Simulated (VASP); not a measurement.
# BiTe (Fm-3m) in VASP: a series of runs

The runs below take BiTe through relaxation of cell and atoms, with PBE.

Program: VASP 6.6.1. These are calculated values, not measurements. Logs are shortened: lines on timing, memory, paths and dates and some standing lists are left out, and cuts for length are marked.

## Step 1: The structure

It takes space group Fm-3m (No. 225, cubic). Conventional cell: a = 6.470 Å, b = 6.470 Å, c = 6.470 Å, α = 90.00°, β = 90.00°, γ = 90.00°. Bi (site symmetry m-3m) is surrounded by 6 Te at 3.23 Å. Around Te (site symmetry m-3m) lie 6 Bi at 3.23 Å.

## Step 2: Relaxation of cell and atoms, PBE, target pressure 2 GPa, at which the enthalpy is minimised

File INCAR:

```
SYSTEM = BiTe
PREC = Accurate ; ENCUT = 600
EDIFF = 1E-6 ; ISMEAR = -1
SIGMA = 0.05 ; LREAL = .FALSE.
LASPH = .TRUE. ; NELM = 80
ALGO = Normal ; ISIF = 3
LWAVE = .FALSE. ; LCHARG = .FALSE.
GGA = PE ; IBRION = 2
NSW = 60 ; EDIFFG = -0.01
PSTRESS = 20
```

File KPOINTS:

```
Automatic mesh
0
G
  7 7 7
  0 0 0
```

File POSCAR:

```
BiTe
1.0
    0.0000000000      3.2350000000      3.2350000000
    3.2350000000      0.0000000000      3.2350000000
    3.2350000000      3.2350000000      0.0000000000
Bi Te
1 1
Direct
    0.0000000000      0.0000000000      0.0000000000
    0.5000000000      0.5000000000      0.5000000000
```

Potentials or basis: VASP PAW PBE potentials, release 64 (Bi_d, Te).

Run with:

```
cat potpaw_PBE.64/Bi_d/POTCAR potpaw_PBE.64/Te/POTCAR > POTCAR
mpirun -np 1 vasp_std > vasp.out
```

OUTCAR:

```text
SYSTEM = BiTe
   PREC = Accurate
   ENCUT = 600
   EDIFF = 1E-6
   ISMEAR = -1
   LREAL = .FALSE.
   LASPH = .TRUE.
   NELM = 80
   ISIF = 3
   GGA = PE
   IBRION = 2
   NSW = 60
   EDIFFG = -0.01
   PSTRESS = 20

 ion  position               nearest neighbor table
   1  0.000  0.000  0.000-   2 3.23   2 3.23   2 3.23   2 3.23   2 3.23   2 3.23
   2  0.500  0.500  0.500-   1 3.23   1 3.23   1 3.23   1 3.23   1 3.23   1 3.23

  LATTYP: Found a face centered cubic cell.
 ALAT       =     6.4700000000

  Lattice vectors:

 A1 = (   0.0000000000,   3.2350000000,   3.2350000000)
 A2 = (   3.2350000000,   0.0000000000,   3.2350000000)
 A3 = (   3.2350000000,   3.2350000000,   0.0000000000)

Analysis of symmetry for initial positions (statically):
=====================================================================
 Subroutine PRICEL returns:
 Original cell was already a primitive cell.

 Routine SETGRP: Setting up the symmetry group for a
 face centered cubic supercell.

 Subroutine GETGRP returns: Found 48 space group operations
 (whereof 48 operations were pure point group operations)
 out of a pool of 48 trial point group operations.

The static configuration has the point symmetry O_h .

Analysis of symmetry for dynamics (positions and initial velocities):
=====================================================================
 Subroutine PRICEL returns:
 Original cell was already a primitive cell.

 Routine SETGRP: Setting up the symmetry group for a
 face centered cubic supercell.

 Subroutine GETGRP returns: Found 48 space group operations
 (whereof 48 operations were pure point group operations)
 out of a pool of 48 trial point group operations.

The dynamic configuration has the point symmetry O_h .

 Subroutine INISYM returns: Found 48 space group operations
 (whereof 48 operations are pure point group operations),
 and found     1 'primitive' translations

----------------------------------------------------------------------------------------

                                     Primitive cell

  volume of cell :      67.7100

  direct lattice vectors                    reciprocal lattice vectors
     0.000000000  3.235000000  3.235000000    -0.154559505  0.154559505  0.154559505
     3.235000000  0.000000000  3.235000000     0.154559505 -0.154559505  0.154559505
     3.235000000  3.235000000  0.000000000     0.154559505  0.154559505 -0.154559505

  length of vectors
     4.574980874  4.574980874  4.574980874     0.267704916  0.267704916  0.267704916

  position of ions in fractional coordinates (direct lattice)
     0.000000000  0.000000000  0.000000000
     0.500000000  0.500000000  0.500000000

  ion indices of the primitive-cell ions
   primitive index   ion index
                 1           1
                 2           2

----------------------------------------------------------------------------------------

 KPOINTS: Automatic mesh

Automatic generation of k-mesh.
 Grid dimensions read from file:
 generate k-points for:    7    7    7

 Generating k-lattice:

  Cartesian coordinates                     Fractional coordinates (reciprocal lattice)
    -0.022079929  0.022079929  0.022079929     0.142857143  0.000000000  0.000000000
     0.022079929 -0.022079929  0.022079929     0.000000000  0.142857143  0.000000000
     0.022079929  0.022079929 -0.022079929     0.000000000  0.000000000  0.142857143

  Length of vectors
     0.038243559  0.038243559  0.038243559

  Shift w.r.t. Gamma in fractional coordinates (k-lattice)
     0.000000000  0.000000000  0.000000000

 Subroutine IBZKPT returns following result:
 ===========================================

 Found     20 irreducible k-points:

 Following reciprocal coordinates:
            Coordinates               Weight
  0.000000  0.000000  0.000000      1.000000
  0.142857  0.000000  0.000000      8.000000
  0.285714  0.000000  0.000000      8.000000
  0.428571  0.000000  0.000000      8.000000
  0.142857  0.142857  0.000000      6.000000
  0.285714  0.142857  0.000000     24.000000
[... 12 lines left out ...]
 -0.428571  0.428571  0.142857     24.000000
 -0.285714  0.428571  0.142857     24.000000
   k-points           NKPTS =     20   k-points in BZ     NKDIM =     20   number of bands    NBANDS=     14
   number of dos      NEDOS =    301   number of ions     NIONS =      2
   total plane-waves  NPLWV =  64000
   dimension x,y,z NGX =    40 NGY =   40 NGZ =   40
   dimension x,y,z NGXF=    80 NGYF=   80 NGZF=   80
   ions per type =               1   1
   NGX,Y,Z   is equivalent  to a cutoff of  14.54, 14.54, 14.54 a.u.
   NGXF,Y,Z  is equivalent  to a cutoff of  29.07, 29.07, 29.07 a.u.
 SYSTEM =  BiTe
   PREC   = accura    normal or accurate (medium, high low for compatibility)
   ISTART =      0    job   : 0-new  1-cont  2-samecut
   ICHARG =      2    charge: 1-file 2-atom 10-const
   ISPIN  =      1    spin polarized calculation?
   LNONCOLLINEAR =      F non collinear calculations
   LSORBIT =      F    spin-orbit coupling
   LASPH  =      T    aspherical Exc in radial PAW
   ENCUT  =  600.0 eV  44.10 Ry    6.64 a.u.   9.14  9.14  9.14*2*pi/ulx,y,z
   NELM   =     80;   NELMIN=  2; NELMDL= -5     # of ELM steps
   EDIFF  = 0.1E-05   stopping-criterion for ELM
   LREAL  =      F    real-space projection
   EDIFFG = -.1E-01   stopping-criterion for IOM
   NSW    =     60    number of steps for IOM
   IBRION =      2    ionic relax: 0-MD 1-quasi-New 2-CG
   NFREE  =      1    steps in history (QN), initial steepest desc. (CG)
   ISIF   =      3    stress and relaxation
   ISYM   =      2    0-nonsym 1-usesym 2-fastsym
   POTIM  = 0.5000    time-step for ionic-motion
   TEBEG  =    0.0;   TEEND  =   0.0 temperature during run
   PSTRESS=   20.0 pullay stress
   NELECT =      21.0000    total number of electrons
   NUPDOWN=      -1.0000    fix difference up-down
   EMIN   =  10.00;   EMAX   =-10.00  energy-range for DOS
   EFERMI =   0.00;   METHOD = LEGACY
   ISMEAR =    -1;   SIGMA  =   0.05  broadening in eV -4-tet -1-fermi 0-gaus
   EFERMI_NEDOS =   21; number of points for ismear=-14 and -15
   IALGO  =     38    algorithm
   IMIX   =      4    mixing-type and parameters
     AMIX     =   0.40;   BMIX     =  1.00
     AMIX_MAG =   1.60;   BMIX_MAG =  1.00
  volume/ion in A,a.u.               =      33.86       228.46
  Fermi-wavevector in a.u.,A,eV,Ry     =   1.108146  2.094092 16.707785  1.227988
  Thomas-Fermi vector in A             =   2.244669
   LORBIT       =      0    0 simple, 1 ext, 2 COOP (PROOUT), +10 PAW based schemes
   GGA     = PE    functional components
   LHFCALC =     F    Hartree Fock is set to
   AEXX    =    0.0000 exact exchange contribution
   IVDW    =     0    specifies the selected vdW correction
   LEPSILON=     F    determine dielectric tensor
   LRPA    =     F    only Hartree local field effects (RPA)
 conjugate gradient relaxation of ions
 non-spin polarized calculation
  energy-cutoff  :      600.00
  volume of cell :       67.71
 maximum number of plane-waves:      2281
 NGX is ok and might be reduce to    40
   NGX = 19   NGY = 19   NGZ = 19

--------------------------------------- Ionic step        1  -------------------------------------------

 number of electron      21.0000002 magnetization

 Free energy of the ion-electron system (eV)
  ---------------------------------------------------
  ext. energy  EPLUGINS =         0.00000000
  ---------------------------------------------------
  free energy    TOTEN  =        -7.15762627 eV

  energy without entropy =       -7.13643356  energy(sigma->0) =       -7.14702991

------------------------ aborting loop because EDIFF is reached ----------------------------------------

  FORCE on cell =-STRESS in cart. coord.  units (eV):
  Direction    XX          YY          ZZ          XY          YZ          ZX
  --------------------------------------------------------------------------------------
  -------------------------------------------------------------------------------------
  Total        0.3748636      0.3748636      0.3748636     -0.0000000      0.0000000      0.0000000
  in kB        8.8701497      8.8701497      8.8701497     -0.0000000      0.0000000      0.0000000
  external PRESSURE =     -11.1298503 kB  Pullay stress =      20.0000000 kB

 VOLUME and BASIS-vectors are now :
 -----------------------------------------------------------------------------
  energy-cutoff  :      600.00
  volume of cell :       67.71
      direct lattice vectors                 reciprocal lattice vectors
     0.000000000  3.235000000  3.235000000    -0.154559505  0.154559505  0.154559505
     3.235000000  0.000000000  3.235000000     0.154559505 -0.154559505  0.154559505
     3.235000000  3.235000000  0.000000000     0.154559505  0.154559505 -0.154559505
[... 46 lines left out ...]
  FREE ENERGIE OF THE ION-ELECTRON SYSTEM (eV)
  ---------------------------------------------------
  free  energy   TOTEN  =        -7.1320380604 eV

  energy  without entropy=       -7.1105607774  energy(sigma->0) =       -7.12129942

  enthalpy is  TOTEN    =        -6.3152571267 eV   P V=        0.8167809337

--------------------------------------- Ionic step        3  -------------------------------------------

 number of electron      21.0000002 magnetization

 Free energy of the ion-electron system (eV)
  ---------------------------------------------------
  ext. energy  EPLUGINS =         0.00000000
  ---------------------------------------------------
  free energy    TOTEN  =        -7.14511860 eV

  energy without entropy =       -7.12369611  energy(sigma->0) =       -7.13440735

 E-fermi :   6.9514     XC(G=0):  -9.5248

 val. band max:        6.9491576055   @ k =  -0.4286   0.1429   0.0000
 cond. band min:       6.9678738645   @ k =   0.1429   0.1429   0.0000
 fundamental gap:      0.0187162590
 Fermi energy:         6.9514217858

 k-point     1 :       0.0000    0.0000    0.0000
  band No.  band energies     occupation
      1     -16.2533      2.00000
      2     -16.2533      2.00000
      3     -16.2495      2.00000
      4     -16.2495      2.00000
      5     -16.2495      2.00000
      6      -6.7595      2.00000
      7      -1.1388      2.00000
      8       4.3100      2.00000
      9       4.3100      2.00000
     10       4.3100      2.00000
     11       9.1074      0.00000
     12       9.1074      0.00000
     13       9.1074      0.00000
     14      11.5436      0.00000

 k-point     2 :       0.1429    0.0000    0.0000
  band No.  band energies     occupation
      1     -16.2540      2.00000
      2     -16.2540      2.00000
      3     -16.2491      2.00000
      4     -16.2482      2.00000
      5     -16.2482      2.00000
      6      -6.5724      2.00000
      7      -1.6108      2.00000
      8       4.3714      2.00000
      9       4.3714      2.00000
     10       4.5048      2.00000
[... 330 lines left out ...]
 POSITION                                       TOTAL-FORCE (eV/Angst)
 -----------------------------------------------------------------------------------
      0.00000      0.00000      0.00000        -0.000000      0.000000     -0.000000
      3.21261      3.21261      3.21261         0.000000     -0.000000      0.000000
 -----------------------------------------------------------------------------------
    total drift:                                0.000000     -0.000000     -0.000000

  FREE ENERGIE OF THE ION-ELECTRON SYSTEM (eV)
  ---------------------------------------------------
  free  energy   TOTEN  =        -7.1451186025 eV

  energy  without entropy=       -7.1236961069  energy(sigma->0) =       -7.13440735

  enthalpy is  TOTEN    =        -6.3173247672 eV   P V=        0.8277938354

 reached required accuracy - stopping structural energy minimisation
```

Run time: 59 s. Hardware: 1 thread of AMD EPYC 7R43 (Zen 3), shared host; peak memory 0.21 GiB.

What came out:

- Free energy: -7.1451 eV
- Relaxed volume: 33.16 Å³/atom
- Relaxed cell: a = 4.543 Å, b = 4.543 Å, c = 4.543 Å, α = 60.00°, β = 60.00°, γ = 60.00°
- Space group after relaxing (to 0.05 Å): Fm-3m (No. 225)
- Energy change on relaxing (the enthalpy is what falls): +6.3 meV/atom
- Ionic steps: 3
- Pressure after relaxing: 2.0 GPa
- Band gap on the k mesh: none (metal or under the smearing width)

Step by step:
| step | energy change (eV) | largest force (eV/Å) | pressure (GPa) | volume (Å³) |
| --- | --- | --- | --- | --- |
| 1 | 0.0000 | 0.0000 | 0.89 | 67.71 |
| 2 | 0.0256 | 0.0000 | 2.77 | 65.43 |
| 3 | 0.0125 | 0.0000 | 1.99 | 66.31 |

Final structure:
```
Bi Te
1.0
     0.00000    3.21261    3.21261
     3.21261    0.00000    3.21261
     3.21261    3.21261    0.00000
Bi Te
1 1
Direct
  0.00000 0.00000 0.00000
  0.50000 0.50000 0.50000
```

Caveat: the cell is relaxed towards a set pressure, so the enthalpy falls and the energy may rise; spin-orbit coupling is left out, which moves the levels of the heavy elements.

## Step 3: Relaxation of cell and atoms, PBE, target pressure 5 GPa, at which the enthalpy is minimised

INCAR, as its differences from that of step 2:

```diff
@@ -9,2 +9,2 @@
 NSW = 60 ; EDIFFG = -0.01
-PSTRESS = 20
+PSTRESS = 50
```

KPOINTS is that of step 2.

POSCAR is that of step 2.

Potentials or basis: VASP PAW PBE potentials, release 64 (Bi_d, Te).

Run with:

```
cat potpaw_PBE.64/Bi_d/POTCAR potpaw_PBE.64/Te/POTCAR > POTCAR
mpirun -np 1 vasp_std > vasp.out
```

Wall time 72 s (1 thread of AMD EPYC 7R43 (Zen 3), shared host); peak memory 0.21 GiB.

Results (log left out):

| Property | Result |
| --- | --- |
| Free energy | -7.0785 eV |
| Relaxed volume | 31.60 Å³/atom |
| Relaxed cell | a = 4.471 Å, b = 4.471 Å, c = 4.471 Å, α = 60.00°, β = 60.00°, γ = 60.00° |
| Space group after relaxing (to 0.05 Å) | Fm-3m (No. 225) |
| Energy change on relaxing (the enthalpy is what falls) | +39.5 meV/atom |
| Ionic steps | 3 |
| Pressure after relaxing | 5.0 GPa |
| Band gap on the k mesh | none (metal or under the smearing width) |

Step by step:
```csv
step,energy change (eV),largest force (eV/Å),pressure (GPa),volume (Å³)
1,0.0000,0.0000,0.89,67.71
2,0.2411,0.0000,9.50,59.55
3,0.0791,0.0000,4.96,63.19
```

Final structure:
```yaml
crystal:
  lattice:
    - [0.00000, 3.16139, 3.16139]
    - [3.16139, 0.00000, 3.16139]
    - [3.16139, 3.16139, 0.00000]
  atoms:
    - { symbol: Bi, position: [0.00000, 0.00000, 0.00000] }
    - { symbol: Te, position: [0.50000, 0.50000, 0.50000] }
```

Levels at points of the mesh, in eV from the Fermi level:
| k point | band 6 | band 7 | band 8 | band 9 | band 10 | band 11 | band 12 | band 13 | band 14 |
| --- | --- | --- | --- | --- | --- | --- | --- | --- | --- |
| (0.00, 0.00, 0.00) | -14.08 | -7.91 | -2.79 | -2.79 | -2.79 | 2.24 | 2.24 | 2.24 | 4.50 |

Caveat: the cell is relaxed towards a set pressure, so the enthalpy falls and the energy may rise; spin-orbit coupling is left out, which moves the levels of the heavy elements.

## Step 4: For comparison

An earlier run on the cell as given: functional PBEsol; potentials or basis VASP PAW PBE potentials, release 64 (Bi_d, Te); cutoff 520 eV; k mesh 7 × 7 × 7; occupations fermi-dirac, width 0.05 eV; no spin polarisation.

- Pressure: -1.6 GPa
- Band gap on the k mesh: none (metal or under the smearing width)

## Step 5: Summary

| task | level | cell | cutoff (eV) | target pressure | ladder | gap on the mesh (eV) | pressure (GPa) |
| --- | --- | --- | --- | --- | --- | --- | --- |
| relaxation of cell and atoms | PBE | relaxed to 2 GPa | 600 | 2 GPa | - | none | 2.0 |
| relaxation of cell and atoms | PBE | relaxed to 5 GPa | 600 | 5 GPa | - | none | 5.0 |
| single point | PBEsol | as given | 520 | - | free | none | -1.6 |

Alike in all rows: potentials or basis VASP PAW PBE potentials, release 64 (Bi_d, Te); no spin polarisation; k mesh 7 × 7 × 7; smearing fermi-dirac 0.05 eV.

Caveats: spin-orbit coupling is left out, which moves the levels of the heavy elements; the cell is relaxed towards a set pressure, so the enthalpy falls and the energy may rise (some runs); the PAW data sets were made with another functional, which shifts forces and pressure a little (some runs).

Absolute energies hang on the potentials; compare differences alone.
